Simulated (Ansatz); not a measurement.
**Ta: equation of state**

One table from this session's results is given with a row withheld; the runs are named, their logs left out.

Method: DFT PBEsol, scalar-relativistic, in Ansatz 0.2.0.

## The starting structure

It takes space group Im-3m (No. 229, cubic). Conventional cell: a = 3.303 Å, b = 3.303 Å, c = 3.303 Å, α = 90.00°, β = 90.00°, γ = 90.00°. Ta (site symmetry m-3m) has 8 Ta at 2.86 Å as nearest neighbours.

As a file:

```
CELL_PARAMETERS angstrom
-1.65128 1.65128 1.65128
1.65128 -1.65128 1.65128
1.65128 1.65128 -1.65128
ATOMIC_POSITIONS crystal
Ta 0.00000 0.00000 0.00000
```

Set-up of the first run:

input.yaml

```yaml
crystal:
  lattice:
    - [-1.6289626696, 1.6289626696, 1.6289626696]
    - [1.6289626696, -1.6289626696, 1.6289626696]
    - [1.6289626696, 1.6289626696, -1.6289626696]
  atoms:
    - { symbol: Ta, position: [0.0, 0.0, 0.0] }
kpoints:
  mp_grid: { grid: [15, 15, 15] }
  band_path:
    path:
      - [0.0, 0.0, 0.0]
      - [0.5, -0.5, 0.5]
      - [0.0, 0.0, 0.5]
      - [0.0, 0.0, 0.0]
      - [0.25, 0.25, 0.25]
      - [0.5, -0.5, 0.5]
      - [0.25, 0.25, 0.25]
      - [0.0, 0.0, 0.5]
    npoints: 5
scf:
  occupations: { method: fermi_dirac, width: 0.05 }
hamiltonian:
  xc: pbesol
  pseudopotentials: { kind: all_electron, lapw: { basis_error: 0.00025 } }
output:
  forces: true
  stress: true
  eigenvalues: true
```

Launch:

```bash
> ansatz run input.yaml --threads 1 --pin off --max-ram 3072MiB --backend cpu --events-out ev --progress --plain --runs-dir out
```

Among the steps run: Volume × 0.96, LAPW; Volume × 0.96, PAW; Volume × 0.96, crystal datasets; Volume × 0.99, LAPW; Volume × 0.99, PAW; Volume × 0.99, crystal datasets; Volume × 1.02, LAPW; Volume × 1.02, PAW; Volume × 1.02, crystal datasets; Volume × 1.06, LAPW; Volume × 1.06, PAW; Volume × 1.06, crystal datasets.

One table of the session follows, with a row left open; its other results are not shown here.

```
          method  volume (Å³/atom)  pressure (GPa)
            LAPW            17.290            4.25
            LAPW            17.830           -2.20
            LAPW            18.371           -7.73
            LAPW            19.091          -13.93
             PAW            17.290               ?
             PAW            17.830           -2.10
             PAW            18.371           -7.69
             PAW            19.091          -13.94
crystal datasets            17.290            4.25
crystal datasets            17.830           -2.20
crystal datasets            18.371           -7.73
crystal datasets            19.091          -13.93
```

Estimate the missing values for PAW, 17.290.

**Answer.** pressure (GPa): 4.42. In the column «pressure (GPa)» it is the highest.

To keep in mind: Spin-orbit coupling is left out, though the cell holds Ta; in elements this heavy it can shift bands and gaps by tenths of an eV. Warnings in the runs' records: gradients without spin orbit, crystal datasets made.
